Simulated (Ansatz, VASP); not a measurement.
Two plane-wave programs on NaCl

```
Na Cl
1.0
     2.68263    2.68263    0.00000
    -2.68263    2.68263    0.00000
     0.00000    2.68263    2.68263
Na Cl
1 1
Direct
  0.00000 0.00000 0.00000
  0.50000 0.50000 0.00000
```

Alike in both runs: functional LDA; k mesh 8 × 8 × 8; no spin polarisation.

Ansatz relaxed the structure, and its values are those at the end. VASP's run is a single point on that final structure, the one shown.

|  | VASP | Ansatz |
| --- | --- | --- |
| version | VASP 6.6.1 | Ansatz 0.2.0 |
| potentials or method | VASP PAW LDA potentials, release 64 (Na_pv, Cl) | PAW with Ansatz's default frozen-core files, scalar-relativistic |
| plane-wave cutoff (eV) | 520 | 420 |
| occupations | gaussian, width 0.01 eV | fixed |
| valence electrons in the cell | 14 | 16 |

```tsv
	VASP	Ansatz	Ansatz less VASP
gap on the k mesh at the Fermi level (eV)	5.33	5.32	-0.008
pressure (GPa)	2.1	2.0	-0.05
```

The two sets of potentials don't hold the same shells in valence.
